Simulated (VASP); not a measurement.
# FeSi2 (Linzhiite) (P4/mmm) in VASP: a series of runs

The runs below take FeSi2 (Linzhiite) through relaxation of cell and atoms, with LDA, PBEsol.

Program: VASP 6.6.1. These are calculated values, not measurements. Logs are shortened: lines on timing, memory, paths and dates and some standing lists are left out, and cuts for length are marked.

### 1 The structure

The structure is tetragonal, space group P4/mmm (No. 123). The conventional cell has a = 2.661 Å, b = 2.661 Å, c = 5.072 Å, α = 90.00°, β = 90.00°, γ = 90.00°. Fe (site symmetry 4/mmm) has 8 Si at 2.33 Å and 4 Fe at 2.66 Å as nearest neighbours. Si (site symmetry 4mm) is surrounded by 5 Si at 2.32 to 2.66 Å and 4 Fe at 2.33 Å.

### 2 Relaxation of cell and atoms, LDA

INCAR reads:

```
PREC     = Accurate       # precision mode
ENCUT    = 600            # plane-wave cutoff, eV
EDIFF    = 1E-7           # SCF threshold, eV
ISMEAR   = 1              # smearing method
SIGMA    = 0.1            # smearing width, eV
LREAL    = F              # projectors in reciprocal space
LASPH    = T              # aspherical terms in the spheres
NELM     = 80             # most SCF steps
ALGO     = Normal         # electronic algorithm
ISIF     = 3              # what is computed and relaxed
LWAVE    = F              # write WAVECAR
LCHARG   = F              # write CHGCAR
IBRION   = 2              # ionic algorithm
NSW      = 90             # ionic steps
EDIFFG   = -0.005         # ionic threshold
KPAR     = 2
```

KPOINTS reads:

```
regular mesh
0
Gamma
  14 14 8
```

POSCAR reads:

```
FeSi2                                   
1.0
    2.6611105873      0.0000000000      0.0000000000
    0.0000000000      2.6611105873      0.0000000000
   -0.0000000000      0.0000000000      5.0719979952
  Fe              Si            
     1     2
Direct
     0.0000000000000000    0.0000000000000000    0.0000000000000000
     0.5000000000000000    0.5000000000000000    0.2715361147051885
     0.5000000000000000    0.5000000000000000    0.7284638852948115
```

Potentials or basis: VASP PAW LDA potentials, release 64 (Fe, Si).

Started as:

```sh
cat potpaw_LDA.64/Fe/POTCAR potpaw_LDA.64/Si/POTCAR > POTCAR
mpirun -np 2 vasp_std > vasp.out
```

OUTCAR:

```text
PREC = Accurate
   ENCUT = 600
   EDIFF = 1E-7
   ISMEAR = 1
   LREAL = F
   LASPH = T
   NELM = 80
   ISIF = 3
   IBRION = 2
   NSW = 90
   EDIFFG = -0.005

 ion  position               nearest neighbor table
   1  0.000  0.000  0.000-   2 2.33   3 2.33   2 2.33   3 2.33   2 2.33   3 2.33   2 2.33   3 2.33

   2  0.500  0.500  0.272-   3 2.32   1 2.33   1 2.33   1 2.33   1 2.33   3 2.75
   3  0.500  0.500  0.728-   2 2.32   1 2.33   1 2.33   1 2.33   1 2.33   2 2.75

  LATTYP: Found a simple tetragonal cell.
 ALAT       =     2.6611105873
 C/A-ratio  =     1.9059703942

  Lattice vectors:

 A1 = (   2.6611105873,   0.0000000000,   0.0000000000)
 A2 = (   0.0000000000,   2.6611105873,   0.0000000000)
 A3 = (   0.0000000000,   0.0000000000,   5.0719979952)

Analysis of symmetry for initial positions (statically):
=====================================================================
 Subroutine PRICEL returns:
 Original cell was already a primitive cell.

 Routine SETGRP: Setting up the symmetry group for a
 simple tetragonal supercell.

 Subroutine GETGRP returns: Found 16 space group operations
 (whereof 16 operations were pure point group operations)
 out of a pool of 16 trial point group operations.

The static configuration has the point symmetry D_4h.

Analysis of symmetry for dynamics (positions and initial velocities):
=====================================================================
 Subroutine PRICEL returns:
 Original cell was already a primitive cell.

 Routine SETGRP: Setting up the symmetry group for a
 simple tetragonal supercell.

 Subroutine GETGRP returns: Found 16 space group operations
 (whereof 16 operations were pure point group operations)
 out of a pool of 16 trial point group operations.

The dynamic configuration has the point symmetry D_4h.

 Subroutine INISYM returns: Found 16 space group operations
 (whereof 16 operations are pure point group operations),
 and found     1 'primitive' translations

----------------------------------------------------------------------------------------

                                     Primitive cell

  volume of cell :      35.9174

  direct lattice vectors                    reciprocal lattice vectors
     2.661110587  0.000000000  0.000000000     0.375782955  0.000000000  0.000000000
     0.000000000  2.661110587  0.000000000     0.000000000  0.375782955  0.000000000
     0.000000000  0.000000000  5.071997995     0.000000000  0.000000000  0.197160961

  length of vectors
     2.661110587  2.661110587  5.071997995     0.375782955  0.375782955  0.197160961

[... 108 lines left out ...]
   LHFCALC =     F    Hartree Fock is set to
   AEXX    =    0.0000 exact exchange contribution
   IVDW    =     0    specifies the selected vdW correction
   LEPSILON=     F    determine dielectric tensor
   LRPA    =     F    only Hartree local field effects (RPA)
 conjugate gradient relaxation of ions
 non-spin polarized calculation
 Methfessel and Paxton  Order N= 1 SIGMA  =   0.10
  energy-cutoff  :      600.00
  volume of cell :       35.92
 maximum number of plane-waves:      1224
 NGX is ok and might be reduce to    24
   NGX = 11   NGY = 11   NGZ = 21

--------------------------------------- Ionic step        1  -------------------------------------------

 number of electron      15.9999998 magnetization

 Free energy of the ion-electron system (eV)
  ---------------------------------------------------
  ext. energy  EPLUGINS =         0.00000000
  ---------------------------------------------------
  free energy    TOTEN  =       -22.86167663 eV

  energy without entropy =      -22.86162174  energy(sigma->0) =      -22.86165834

------------------------ aborting loop because EDIFF is reached ----------------------------------------

  FORCE on cell =-STRESS in cart. coord.  units (eV):
  Direction    XX          YY          ZZ          XY          YZ          ZX
  --------------------------------------------------------------------------------------
  -------------------------------------------------------------------------------------
  Total       -0.0140197     -0.0140197     -0.0230150      0.0000000      0.0000000      0.0000000
  in kB       -0.6253814     -0.6253814     -1.0266382      0.0000000      0.0000000      0.0000000
  external PRESSURE =      -0.7591336 kB  Pullay stress =       0.0000000 kB
[... 61 lines left out ...]
--------------------------------------- Ionic step        3  -------------------------------------------

 number of electron      15.9999998 magnetization

 Free energy of the ion-electron system (eV)
  ---------------------------------------------------
  ext. energy  EPLUGINS =         0.00000000
  ---------------------------------------------------
  free energy    TOTEN  =       -22.86167910 eV

  energy without entropy =      -22.86162448  energy(sigma->0) =      -22.86166089

 E-fermi :  10.3061     XC(G=0): -12.2554

 val. band max:       10.2988891673   @ k =   0.4286   0.4286   0.1250
 cond. band min:      10.3214969710   @ k =   0.4286   0.2143   0.0000
 fundamental gap:      0.0226078037
 Fermi energy:        10.3061327353

 k-point     1 :       0.0000    0.0000    0.0000
  band No.  band energies     occupation
      1      -3.8018      2.00000
      2       1.0873      2.00000
      3       2.2146      2.00000
      4       6.5734      2.00000
      5       8.5891      2.00000
      6       8.7466      2.00000
      7       8.7466      2.00000
      8       9.6736      2.00000
      9      14.9717      0.00000
     10      14.9717      0.00000
     11      16.9875      0.00000
     12      17.5353      0.00000
[... 331 lines left out ...]
 k-point    24 :       0.3571    0.2143    0.0000
  band No.  band energies     occupation
      1      -0.4516      2.00000
      2       3.2888      2.00000
      3       4.6529      2.00000
      4       5.2688      2.00000
      5       6.5882      2.00000
      6       7.9122      2.00000
      7       8.2143      2.00000
      8       9.7698      2.00000
      9      10.2860      1.33352
     10      13.0052      0.00000
     11      13.1012      0.00000
     12      14.4733      0.00000

 [... further k-points ...]

------------------------ aborting loop because EDIFF is reached ----------------------------------------

  FORCE on cell =-STRESS in cart. coord.  units (eV):
  Direction    XX          YY          ZZ          XY          YZ          ZX
  --------------------------------------------------------------------------------------
  -------------------------------------------------------------------------------------
  Total        0.0009595      0.0009595     -0.0000911      0.0000000      0.0000000     -0.0000000
  in kB        0.0428124      0.0428124     -0.0040627      0.0000000      0.0000000     -0.0000000
  external PRESSURE =       0.0271874 kB  Pullay stress =       0.0000000 kB
[... 18 lines left out ...]
  FREE ENERGIE OF THE ION-ELECTRON SYSTEM (eV)
  ---------------------------------------------------
  free  energy   TOTEN  =       -22.8616790972 eV

  energy  without entropy=      -22.8616244777  energy(sigma->0) =      -22.86166089

 reached required accuracy - stopping structural energy minimisation
```

Wall time 46 s (2 MPI ranks of Intel Xeon 6975P-C (Granite Rapids), shared host); peak memory 0.21 GiB.

Results:

* Free energy: -22.8617 eV
* Relaxed volume: 11.97 Å³/atom
* Relaxed cell: a = 2.661 Å, b = 2.661 Å, c = 5.071 Å, α = 90.00°, β = 90.00°, γ = 90.00°
* Space group after relaxing (to 0.05 Å): P4/mmm (No. 123)
* Energy gained by relaxing: 0.0 meV/atom
* Ionic steps: 3
* Pressure after relaxing: 0.0 GPa
* Band gap on the k mesh: none (metal or under the smearing width)

Final structure:
```yaml
crystal:
  lattice:
    - [2.66089, 0.00000, 0.00000]
    - [0.00000, 2.66089, 0.00000]
    - [0.00000, 0.00000, 5.07131]
  atoms:
    - { symbol: Fe, position: [0.00000, 0.00000, 0.00000] }
    - { symbol: Si, position: [0.50000, 0.50000, 0.27154] }
    - { symbol: Si, position: [0.50000, 0.50000, 0.72846] }
```

Spin polarisation is off, so any magnetic state and its effect on volume and gap are missing.

### 3 Relaxation of cell and atoms, PBEsol

This run uses another cell than the first one, of 12.31 Å³/atom, 1.029 times its volume.

INCAR reads:

```
PREC = Accurate
ENCUT = 600
EDIFF = 1E-6
ISMEAR = 1
SIGMA = 0.1
LREAL = F
LASPH = T
NELM = 80
ALGO = Normal
ISIF = 3
LWAVE = F
LCHARG = F
GGA = PS
IBRION = 2
NSW = 90
EDIFFG = -0.01
```

KPOINTS is that of step 2.

POSCAR reads:

```
FeSi2
1.0
    2.6840000000      0.0000000000      0.0000000000
    0.0000000000      2.6840000000      0.0000000000
    0.0000000000      0.0000000000      5.1280000000
Fe Si
1 2
Direct
    0.0000000000      0.0000000000      0.0000000000
    0.5000000000      0.5000000000      0.2700000000
    0.5000000000      0.5000000000      0.7300000000
```

Potentials or basis: VASP PAW PBE potentials, release 64 (Fe, Si).

Started as:

```sh
cat potpaw_PBE.64/Fe/POTCAR potpaw_PBE.64/Si/POTCAR > POTCAR
mpirun -np 1 vasp_std > vasp.out
```

It took 2.2 min on 1 thread of Intel Xeon Platinum 8488C (Sapphire Rapids), shared host; peak memory 0.25 GiB.

Results (log left out):

```yaml
Free_energy: -21.9521 eV
Relaxed_volume: 12.21 Å³/atom
Relaxed_cell: a = 2.677 Å, b = 2.677 Å, c = 5.111 Å, α = 90.00°, β = 90.00°, γ = 90.00°
Space_group_after_relaxing_to_0.05_Å: P4/mmm (No. 123)
Energy_gained_by_relaxing: 1.5 meV/atom
Ionic_steps: 6
Pressure_after_relaxing: 0.1 GPa
Band_gap_on_the_k_mesh: none (metal or under the smearing width)
```

Forces in eV/Å, atoms in the order of the input:
```
Fe   0.000  0.000  0.000
Si   0.000  0.000  0.003
Si   0.000  0.000 -0.003
```

Step by step:
```
step  energy change (eV)  largest force (eV/Å)  pressure (GPa)  volume (Å³)
   1              0.0000                0.2909           -1.26        36.94
   2             -0.0024                0.1270            1.20        36.42
   3             -0.0042                0.0453            0.20        36.62
   4             -0.0043                0.0291           -0.25        36.68
   5             -0.0043                0.0056           -0.12        36.67
   6             -0.0044                0.0029            0.05        36.63
```

Final structure:
```
CELL_PARAMETERS angstrom
2.67728 0.00000 0.00000
0.00000 2.67728 0.00000
0.00000 0.00000 5.11055
ATOMIC_POSITIONS crystal
Fe 0.00000 0.00000 0.00000
Si 0.50000 0.50000 0.27201
Si 0.50000 0.50000 0.72799
```

Levels at points of the mesh, in eV from the Fermi level:
```
           k point  band 6  band 7  band 8  band 9  band 10  band 11
(0.00, 0.00, 0.00)   -1.52   -1.52   -0.63    4.61     4.61     6.54
(0.50, 0.00, 0.00)   -3.22   -2.08   -1.10    0.09     1.48     2.29
(0.50, 0.50, 0.00)   -3.28   -2.29    0.17    0.53     2.59     2.96
(0.00, 0.00, 0.50)   -1.57   -1.57   -0.63    2.52     5.78     5.78
(0.50, 0.00, 0.50)   -2.47   -2.08   -1.12    0.60     2.40     4.89
(0.50, 0.50, 0.50)   -3.29   -1.82    0.17    0.35     0.35     1.11
```

Caveat: the PAW data sets were made with another functional, which shifts forces and pressure a little.
